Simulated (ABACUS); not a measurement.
# Y (Fm-3m) in ABACUS: reference runs

Reference runs on Y: the cell as given and a disturbed copy.

All numbers are computed with ABACUS 3.10.1; they aren't measurements. Logs are shortened: lines on timing, memory, paths and dates and some standing lists are left out, and cuts for length are marked.

### Step 1. The structure

It takes space group Fm-3m (No. 225, cubic). Conventional cell: a = 5.104 Å, b = 5.104 Å, c = 5.104 Å, α = 90.00°, β = 90.00°, γ = 90.00°. Y (site symmetry m-3m) is surrounded by 12 Y at 3.61 Å.

This isn't the form of Y at room conditions, which is hcp.

### Step 2. Single point, PBE

File INPUT:

```
INPUT_PARAMETERS
suffix              Y
calculation         scf
basis_type          pw
pseudo_dir          ./
symmetry            1
dft_functional      pbe
ecutwfc             73
pseudo_rcut         10
nspin               1
nbands              10
ks_solver           dav
smearing_method     fd
smearing_sigma      0.00367493
scf_thr             1e-08
scf_nmax            100
mixing_type         broyden
mixing_beta         0.7
cal_force           1
cal_stress          1
out_chg             1
out_pot             2
out_elf             1
```

File STRU:

```
ATOMIC_SPECIES
Y 88.9058 Y.upf

LATTICE_CONSTANT
1.8897261246

LATTICE_VECTORS
0.0000000000 2.5519910612 2.5519910612
2.5519910612 0.0000000000 2.5519910612
2.5519910612 2.5519910612 0.0000000000

ATOMIC_POSITIONS
Direct

Y
0.0
1
0.0000000000 0.0000000000 0.0000000000 1 1 1
```

File KPT:

```
K_POINTS
0
Gamma
9 9 9 0 0 0
```

Potentials or basis: PseudoDojo NC SR 0.4.1 PBE standard, plane waves.

Launch:

```
> OMP_NUM_THREADS=1 mpirun -np 4 abacus > log
```

running log:

```text
ABACUS v3.10.1

               Atomic-orbital Based Ab-initio Computation at UStc

 ------------------------------------------------------------------------------------

 READING GENERAL INFORMATION
                           global_out_dir = OUT.Y/
                           global_in_card = INPUT
                               pseudo_dir = ./
                              orbital_dir =
                                    DSIZE = 4
                                    GSIZE = 1

 READING UNITCELL INFORMATION
                                    ntype = 1
                  lattice constant (Bohr) = 1.88973
              lattice constant (Angstrom) = 1

 READING ATOM TYPE 1
                               atom label = Y
                      L=0, number of zeta = 1
                      L=1, number of zeta = 1
                      L=2, number of zeta = 1
             number of atom for this type = 1

                        TOTAL ATOM NUMBER = 1
DIRECT COORDINATES
    atom                   x                   y                   z     mag                  vx                  vy                  vz
taud_Y1            0.0000000000        0.0000000000        0.0000000000  0.0000        0.0000000000        0.0000000000        0.0000000000

                          Volume (Bohr^3) = 224.318
                             Volume (A^3) = 33.2405

 Lattice vectors: (Cartesian coordinate: in unit of a_0)
                   +0            +2.55199            +2.55199
             +2.55199                  +0            +2.55199
             +2.55199            +2.55199                  +0
 Reciprocal vectors: (Cartesian coordinate: in unit of 2 pi/a_0)
            -0.195925           +0.195925           +0.195925
            +0.195925           -0.195925           +0.195925
            +0.195925           +0.195925           -0.195925
 The esolver type has been set to : ksdft_pw

                PAO radial cut off (Bohr) = 10

 Read in pseudopotential file is Y.upf
                     pseudopotential type = NC
          exchange-correlation functional = PBE
                 nonlocal core correction = 1
                        valence electrons = 11
                                     lmax = 2
                           number of zeta = 4
[... 5 lines left out ...]
                           L of projector = 2
                           L of projector = 2
     initial pseudo atomic orbital number = 10

 SETUP THE ELECTRONS NUMBER
             electron number of element Y = 11
       total electron number of element Y = 11
            AUTOSET number of electrons:  = 11
                           occupied bands = 6
                                   NBANDS = 10
                                   NLOCAL = 9

%%%%%%%%%%%%%%%%%%%%%%%%%%%%%%%%%%%%%%%%%%%%%%%%%%%%%%%%%%%%%%%%%%%%%%%%%%%%%%%%%%%%%%%%%%%%%%%%%%%%%%%%%%
 Warning: the number of valence electrons in pseudopotential > 3 for Y: [Kr] 4d1 5s2
 Pseudopotentials with additional electrons can yield (more) accurate outcomes, but may be less efficient.
 If you're confident that your chosen pseudopotential is appropriate, you can safely ignore this warning.
%%%%%%%%%%%%%%%%%%%%%%%%%%%%%%%%%%%%%%%%%%%%%%%%%%%%%%%%%%%%%%%%%%%%%%%%%%%%%%%%%%%%%%%%%%%%%%%%%%%%%%%%%%

 SETUP THE PLANE WAVE BASIS
 energy cutoff for charge/potential (unit:Ry) = 292
            fft grid for charge/potential = [ 40, 40, 40 ]
                        fft grid division = [ 1, 1, 1 ]
        big fft grid for charge/potential = [ 40, 40, 40 ]
                                     nbxx = 16000
                                     nrxx = 16000

 SETUP PLANE WAVES FOR CHARGE/POTENTIAL
                    number of plane waves = 18907
                         number of sticks = 931

 PARALLEL PW FOR CHARGE/POTENTIAL
     PROC   COLUMNS(POT)             PW
        1            233           4727
        2            233           4727
        3            232           4726
        4            233           4727
 --------------- sum -------------------
        4            931          18907
                            number of |g| = 231
                                  max |g| = 26.4101
                                  min |g| = 0.11516

----------- Double Check Mixing Parameters Begin ------------
mixing_type: broyden
mixing_beta: 0.7
mixing_gg0: 1
mixing_gg0_min: 0.1
mixing_ndim: 8
----------- Double Check Mixing Parameters End ------------

[... 23 lines left out ...]
              PURE POINT GROUP OPERATIONS = 48
                   SPACE GROUP OPERATIONS = 48
                              POINT GROUP = O_h
               POINT GROUP IN SPACE GROUP = O_h

 SETUP K-POINTS
                                    nspin = 1
                   Input type of k points = Monkhorst-Pack(Gamma)
                                   nkstot = 729
                       right hand lattice = 1
(for reciprocal lattice: )
                             BRAVAIS TYPE = 2
                     BRAVAIS LATTICE NAME = 02. Cubic I (body-centered)
                                    ibrav = 2
                       right hand lattice = 1
(for k-lattice: )
                             BRAVAIS TYPE = 2
                     BRAVAIS LATTICE NAME = 02. Cubic I (body-centered)
                                    ibrav = 2
                       right hand lattice = 1
                        ROTATION MATRICES = 48
                               nkstot_ibz = 35
K-POINTS REDUCTION ACCORDING TO SYMMETRY
     IBZ    DIRECT_X    DIRECT_Y    DIRECT_Z  WEIGHT  ibz2bz
       1  0.00000000  0.00000000  0.00000000  0.0014       0
       2  0.11111111  0.11111111  0.11111111  0.0110       1
       3  0.22222222  0.22222222  0.22222222  0.0110       2
       4  0.33333333  0.33333333  0.33333333  0.0110       3
       5  0.44444444  0.44444444  0.44444444  0.0110       4
       6  0.11111111  0.11111111  0.00000000  0.0082      10
[... 22 lines left out ...]
      29  0.44444444  0.33333333  0.11111111  0.0329     112
      30 -0.44444444  0.44444444  0.22222222  0.0658     113
[... 5 further k points ...]

                               nkstot now = 35
[... K-POINTS DIRECT COORDINATES: 35 rows ...]

           k-point number in this process = 35
       minimum distributed K point number = 35
[... stars of the k points ...]

[... K-POINTS CARTESIAN COORDINATES: 35 rows ...]

[... K-POINTS DIRECT COORDINATES: 35 rows ...]

 SETUP PLANE WAVES FOR WAVE FUNCTIONS
     energy cutoff for wavefunc (unit:Ry) = 73
              fft grid for wave functions = [ 40, 40, 40 ]
                    number of plane waves = 3287
                         number of sticks = 295

 PARALLEL PW FOR WAVE FUNCTIONS
     PROC   COLUMNS(POT)             PW
        1             74            823
        2             73            821
        3             74            821
        4             74            822
 --------------- sum -------------------
        4            295           3287

 SETUP NONLOCAL PSEUDOPOTENTIALS IN PLANE WAVE BASIS
 Y non-local projectors:
 projector 1 L=0
 projector 2 L=0
 projector 3 L=1
 projector 4 L=1
 projector 5 L=2
 projector 6 L=2
      TOTAL NUMBER OF NONLOCAL PROJECTORS = 18

 Init Non-Local PseudoPotential table :
 Init Non-Local-Pseudopotential done.

                                     npwx = 620

 Make real space PAO into reciprocal space.
       max mesh points in Pseudopotential = 1001
     dq(describe PAO in reciprocal space) = 0.01
                                    max q = 1030

 number of pseudo atomic orbitals for Y is 4
WARNING: norm of atomic wavefunction # 3 of atomic type Y is 0.999549, renormalized
WARNING: norm of atomic wavefunction # 4 of atomic type Y is 0.999108, renormalized

 -------------------------------------------
 SELF-CONSISTENT
 -------------------------------------------
                                 init_chg = atomic

 PW ALGORITHM --------------- ION=   1  ELEC=   1--------------------------------
 Notice: Threshold on eigenvalues was too large.
 hsover_error=0.11 > DRHO=0.00480098
 Origin diag ethr = 0.01
 New diag ethr = 4.36453e-05

 Density error is 0.00540533527289
                          Error Threshold = 4.36452588539e-05
----------------------------------------------------------
     Energy           Rydberg                 eV
----------------------------------------------------------
 E_KohnSham     -81.5940719698       -1110.1443018116
 E_Harris       -81.9739099472       -1115.3122626209
 E_Fermi        0.7037902811         9.5755580205
----------------------------------------------------------
[... 51 lines left out ...]
 Density error is 7.61063009454e-10
                          Error Threshold = 1.1100937391e-10
----------------------------------------------------------
     Energy           Rydberg                 eV
----------------------------------------------------------
 E_KohnSham     -81.5947988400       -1110.1541913877
 E_KS(sigma->0) -81.5942875169       -1110.1472344801
 E_Harris       -81.5946563823       -1110.1522531520
 E_band         -8.9184368947        -121.3415590209
 E_one_elec     -21.4792370178       -292.2400121342
 E_Hartree      13.2862945557        180.7693112633
 E_xc           -15.8828525829       -216.0972956216
 E_Ewald        -57.5179811488       -782.5722810800
 E_entropy(-TS) -0.0010226462        -0.0139138153
 E_descf        0.0000000000         0.0000000000
 E_exx          0.0000000000         0.0000000000
 E_Fermi        0.6959476243         9.4688532000
----------------------------------------------------------

 charge density convergence is achieved
 final etot is -1110.1541914 eV
 EFERMI = 9.4688532 eV
The vacuum level is 10.427303061 eV

 STATE ENERGY(eV) AND OCCUPATIONS    NSPIN == 1
 1/35 kpoint (Cartesian) = 0.0000 0.0000 0.0000 (620 pws)
       1       -33.2807     0.00274348
       2       -13.0021     0.00274348
       3       -13.0021     0.00274348
       4       -13.0021     0.00274348
       5        4.75290     0.00274348
       6        11.2035    2.34925e-18
       7        11.2035    2.34925e-18
       8        11.2035    2.34925e-18
       9        13.1588    2.44172e-35
      10        13.1588    2.44172e-35
[... 49 lines left out ...]
 6/35 kpoint (Cartesian) = 0.0000 0.0000 0.043539 (597 pws)
       1       -33.2715      0.0164609
       2       -13.0651      0.0164609
       3       -13.0245      0.0164609
       4       -13.0245      0.0164609
       5        5.14514      0.0164609
       6        10.7438    1.38704e-13
       7        11.4282    1.57819e-19
       8        11.4282    1.57819e-19
       9        12.6053    9.41942e-30
      10        13.2984    8.98030e-36

[... levels at 29 further k points ...]

------------------------------------------------------------------------------------------
 TOTAL-FORCE (eV/Angstrom)
------------------------------------------------------------------------------------------
                        Y1         0.0000000000         0.0000000000         0.0000000000
------------------------------------------------------------------------------------------

----------------------------------------------------------------
 TOTAL-STRESS (KBAR)
----------------------------------------------------------------
        -8.1122354223         0.0000000000        -0.0000000000
         0.0000000000        -8.1122354223        -0.0000000000
         0.0000000000        -0.0000000000        -8.1122354223
----------------------------------------------------------------
 TOTAL-PRESSURE: -8.112235 KBAR

 --------------------------------------------
 !FINAL_ETOT_IS -1110.1541913877213119 eV
 --------------------------------------------
```

Wall time 10 s (4 MPI ranks of Intel Xeon Platinum 8259CL at 2.50GHz (Skylake/Cascade Lake), shared host); peak memory 0.24 GiB.

What came out:

* Free energy: -1110.1542 eV
* Pressure: -0.8 GPa
* Band gap on the k mesh: none (metal or under the smearing width)

### Step 3. Single point, PBE (cell strained at random at fixed volume)

INPUT: that of step 2 with these lines changed.

```diff
@@ -20,4 +20,2 @@
 cal_stress          1
-out_chg             1
-out_pot             2
-out_elf             1
+kpar                4
```

File STRU:

```
ATOMIC_SPECIES
Y 88.9058 Y.upf

LATTICE_CONSTANT
1.8897261246

LATTICE_VECTORS
0.0263310000 2.5604270000 2.5848590000
2.5594150000 0.0461030000 2.5650870000
2.5799460000 2.5611870000 0.0255710000

ATOMIC_POSITIONS
Direct

Y
0.0
1
0.0103390000 -0.0022800000 0.0031370000 1 1 1
```

KPT is that of step 2.

Potentials or basis: PseudoDojo NC SR 0.4.1 PBE standard, plane waves.

Launch:

```
> OMP_NUM_THREADS=1 mpirun -np 4 abacus > log
```

running log:

```text
ABACUS v3.10.1

               Atomic-orbital Based Ab-initio Computation at UStc

 ------------------------------------------------------------------------------------

 READING GENERAL INFORMATION
                           global_out_dir = OUT.Y/
                           global_in_card = INPUT
                               pseudo_dir = ./
                              orbital_dir =
                                    DSIZE = 4
                                    GSIZE = 1

 READING UNITCELL INFORMATION
                                    ntype = 1
                  lattice constant (Bohr) = 1.88973
              lattice constant (Angstrom) = 1

 READING ATOM TYPE 1
                               atom label = Y
                      L=0, number of zeta = 1
                      L=1, number of zeta = 1
                      L=2, number of zeta = 1
             number of atom for this type = 1

                        TOTAL ATOM NUMBER = 1
DIRECT COORDINATES
    atom                   x                   y                   z     mag                  vx                  vy                  vz
taud_Y1            0.0103390000        0.9977200000        0.0031370000  0.0000        0.0000000000        0.0000000000        0.0000000000

[... 294 lines left out ...]
 E_Hartree      13.2899727423        180.8193555601
 E_xc           -15.8830034019       -216.0993476194
 E_Ewald        -57.5139287437       -782.5171452799
 E_entropy(-TS) -0.0010238788        -0.0139305863
 E_descf        0.0000000000         0.0000000000
 E_exx          0.0000000000         0.0000000000
 E_Fermi        0.6958729730         9.4678375163
----------------------------------------------------------

 charge density convergence is achieved
 final etot is -1110.1520259 eV
 EFERMI = 9.4678375163 eV

 STATE ENERGY(eV) AND OCCUPATIONS    NSPIN == 1
 1/92 kpoint (Cartesian) = 0.0000 0.0000 0.0000 (2359 pws)
       1       -33.2812     0.00274348
       2       -13.0116     0.00274348
       3       -13.0012     0.00274348
       4       -12.9937     0.00274348
       5        4.75335     0.00274348
       6        11.0643    3.72787e-17
       7        11.1858    3.28591e-18
       8        11.3536    1.14521e-19
       9        13.1159    5.64085e-35
      10        13.2115    8.33464e-36
[... 49 lines left out ...]
 6/92 kpoint (Cartesian) = 0.021910 -0.022289 0.021855 (2366 pws)
       1       -33.2737     0.00548697
       2       -13.0618     0.00548697
       3       -13.0189     0.00548697
       4       -13.0112     0.00548697
       5        5.05585     0.00548697
       6        10.9725    4.67893e-16
       7        11.2482    1.88654e-18
       8        11.3414    2.92478e-19
       9        12.9638    2.36421e-33
      10        13.0407    5.07758e-34

[... levels at 86 further k points ...]

------------------------------------------------------------------------------------------
 TOTAL-FORCE (eV/Angstrom)
------------------------------------------------------------------------------------------
                        Y1         0.0000000000         0.0000000000         0.0000000000
------------------------------------------------------------------------------------------

----------------------------------------------------------------
 TOTAL-STRESS (KBAR)
----------------------------------------------------------------
        -8.5322973643        -5.5013355933        -0.8228856239
        -5.5013355933        -6.6035288641        -5.2852768071
        -0.8228856239        -5.2852768071        -9.0871383143
----------------------------------------------------------------
 TOTAL-PRESSURE: -8.074322 KBAR

 --------------------------------------------
 !FINAL_ETOT_IS -1110.1520258565126369 eV
 --------------------------------------------
```

Wall time 74 s (4 MPI ranks of Intel Xeon Platinum 8259CL at 2.50GHz (Skylake/Cascade Lake), shared host); peak memory 0.44 GiB.

Results:

* Free energy: -1110.1520 eV
* Pressure: -0.8 GPa
* Band gap on the k mesh: none (metal or under the smearing width)

Stress tensor (GPa, compression positive):
```
-0.85 -0.55 -0.08
-0.55 -0.66 -0.53
-0.08 -0.53 -0.91
```
